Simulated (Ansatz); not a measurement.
## K: tetragonal deformation path

These are results of DFT PBE, scalar-relativistic, plane waves, PAW (Ansatz), not measurements. Cutoff 420 eV, Γ-centred 12×12×12 k-points, Gaussian smearing of 0.15 eV. No spin polarisation. Energies are free energies at this smearing, counted from the undisturbed cell; pressure is positive in compression.

The undisturbed cell (as given, not relaxed at this level; it stands at 0.0 GPa; this simple cubic form isn't the usual structure):

```
CELL_PARAMETERS angstrom
4.31044 0.00000 0.00000
0.00000 4.31044 0.00000
0.00000 0.00000 4.31044
ATOMIC_POSITIONS crystal
K 0.00000 0.00000 0.00000
```

At fixed volume and fractional coordinates, lengths along (0.000, 0.000, 1.000) are scaled against those across it; ρ is that ratio over its starting value. The cell is metallic on the mesh throughout.

```tsv
ρ	ΔE (meV/atom)	pressure (GPa)
0.650	330.6	0.8
0.707	205.2	0.5
0.780	101.4	0.3
0.850	?	?
0.920	?	0.0
0.960	?	0.0
1.000	0.0	0.0
1.050	3.3	0.0
1.100	12.2	0.0
1.200	43.7	0.2
1.300	?	?
1.414	148.5	0.6
1.500	198.4	0.8
```

(1) Give the withheld values.

Answers

(1) ΔE (meV/atom) at ρ = 0.850: 42.4; pressure (GPa) at ρ = 0.850: 0.1; ΔE (meV/atom) at ρ = 0.920: 10.7; ΔE (meV/atom) at ρ = 0.960: 2.5; ΔE (meV/atom) at ρ = 1.300: 88.2; pressure (GPa) at ρ = 1.300: 0.3.